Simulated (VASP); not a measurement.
# Ge: on-the-fly training of a machine-learned force field

Ge, Fd-3m (no. 227), 24 atoms in the cell. PBE, machine-learned force field (on-the-fly training); PAW potentials Ge (PBE set).

Atoms in the training cell: 24; Target temperature (K): 790; Ensemble of the training: NVT, Langevin, temperature ramp.

## Input

INCAR:
```
SYSTEM = Ge
PREC = Normal ; ENCUT = 230
EDIFF = 1E-6 ; ISMEAR = 0
SIGMA = 0.05 ; ALGO = Normal
LREAL = Auto ; LASPH = .True.
NELM = 80 ; NELMIN = 4
LWAVE = .False. ; LCHARG = .False.
GGA = PE ; KPAR = 4
NCORE = 2 ; IBRION = 0
NSW = 3000 ; POTIM = 3
TEBEG = 400 ; TEEND = 1030
ISYM = 0 ; MDALGO = 3
LANGEVIN_GAMMA = 10 ; ISIF = 2
RANDOM_SEED = 507747 0 0 ; ML_LMLFF = .True.
ML_MODE = train ; NWRITE = 0
ML_MCONF = 600 ; ML_MB = 1200
```

KPOINTS:
```
k-points
0
Monkhorst-Pack
  2 2 2
```

POSCAR:
```
Ge
1.0
    0.000000000000      5.657820000000      5.657820000000
    5.657820000000      0.000000000000      5.657820000000
    8.486730000000      8.486730000000      0.000000000000
Ge
24
Direct
    0.370912970760      0.376453206084      0.243361652372
    0.379376107902      0.371787305561      0.588447618913
    0.377739285109      0.380201007485      0.909292188733
    0.361238465003      0.875682341978      0.261102793948
    0.389640798408      0.862510727521      0.584884713312
    0.377572789570      0.860091441811      0.914359753218
    0.871966864795      0.370468595807      0.248571956882
    0.868605863918      0.375143340638      0.587150081646
    0.868516199397      0.364059880739      0.926856161965
    0.870242836705      0.877920888283      0.246237694881
    0.881745831785      0.867852397840      0.578982390316
    0.868956440371      0.876842043881      0.913287011901
    0.249792707551      0.252591098216      0.157223724435
    0.265887216428      0.241712046071      0.497682352947
    0.256194411987      0.232122113167      0.831127638543
    0.239512630222      0.739400486969      0.173966718667
    0.254982306034      0.755219508783      0.494870062720
    0.254350700143      0.733994923121      0.835650720042
    0.754981860575      0.260381632314      0.157403397985
    0.763284811723      0.243522577473      0.508335469222
    0.746760653078      0.246806358217      0.841436408852
    0.755428945508      0.740365716409      0.172594431055
    0.752116681873      0.754343931856      0.498438831840
    0.752412209730      0.750158194722      0.830648016131
```

Commands:
```
cat potpaw_PBE.64/Ge/POTCAR > POTCAR
# POSCAR: the crystal's sites, moved at random by about 0.06 A along each axis
mpirun -np 8 vasp_std > vasp.out
cp ML_ABN ../ML_AB.train
```

## Result

- MD steps with a DFT calculation: 51
- MD steps: 3000
- Force error on the training data while learning (meV/Å): 110.4
- Energy error on the training data while learning (meV/atom): 3.478
- Last threshold of the force error (eV/Å): 0.1801

Errors on the training data as learning went on:

| MD step | Energy (meV/atom) | Forces (meV/Å) | Stress (kbar) |
|---|---|---|---|
| 1 | 0.093 | 30.8 | 88.85 |
| 3 | 0.480 | 497.0 | 1.66 |
| 5 | 0.583 | 309.8 | 2.23 |
| 7 | 0.645 | 253.3 | 2.56 |
| 9 | 0.634 | 212.9 | 3.49 |
| 11 | 0.809 | 194.3 | 4.48 |
| 22 | 1.050 | 188.3 | 4.15 |
| 65 | 2.006 | 209.2 | 5.07 |
| 76 | 2.703 | 178.8 | 4.66 |
| 443 | 3.187 | 132.1 | 4.91 |
| 1691 | 3.586 | 116.1 | 5.44 |
| 2646 | 3.413 | 108.5 | 5.68 |

DFT calculations in each fifth of the run: 28, 3, 7, 4, 9.

ML_LOGFILE:
```
ML_LOGFILE 0.2.5

* MEMORY INFORMATION ********************

Estimated memory consumption for ML force field generation (MB):

Persistent allocations for force field  :     83.3
|
|-- CMAT for basis  :      7.4
|-- SINV for basis  :      3.6
|-- FMAT for basis  :     66.8
|-- DESC for basis  :      0.4
|-- DESC product matrix  :      1.9

Persistent allocations for ab initio data     :      1.3
|
|-- Ab initio data  :      1.3
|-- Ab initio data (new)  :      0.1

Temporary allocations for sparsification  :     68.7
|
|-- SVD matrices  :     68.7

Other temporary allocations  :     15.8
|
|-- Descriptors  :      5.7
|-- Regression  :      4.2
|-- Prediction  :      6.0

Total memory consumption  :    170.9

********************

* MACHINE LEARNING SETTINGS ********************

General settings
------------------------------------------------------------
Machine learning operation mode in strings (supertag)  :         train (I) ML_MODE
Machine learning operation mode  :             0     ML_ISTART
Machine learning force field type  :        kernel     ML_TYPE
Controls the verbosity of the output at each MD step when machine learning is used  :             1     ML_OUTPUT_MODE
[... 432 lines left out ...]

Program part                                         system clock (sec)       cpu time (sec)
---------------------------------------------------|--------------------|-------------------
Setup (file I/O, parameters,...)                   |              0.360 |              0.314
Descriptor and design matrix                       |              1.446 |              1.375
Sparsification of configurations                   |              0.370 |              0.345
Regression                                         |              0.454 |              0.422
Prediction                                         |             16.140 |             15.440
---------------------------------------------------|--------------------|-------------------
TOTAL                                              |             18.770 |             17.897

********************
```

Limits: These errors are on the data that the field was fitted to, not on fresh structures.

VASP 6.6.1 took 417 s on 8 cores (AMD EPYC 7R43 (Zen 3)), a shared host.
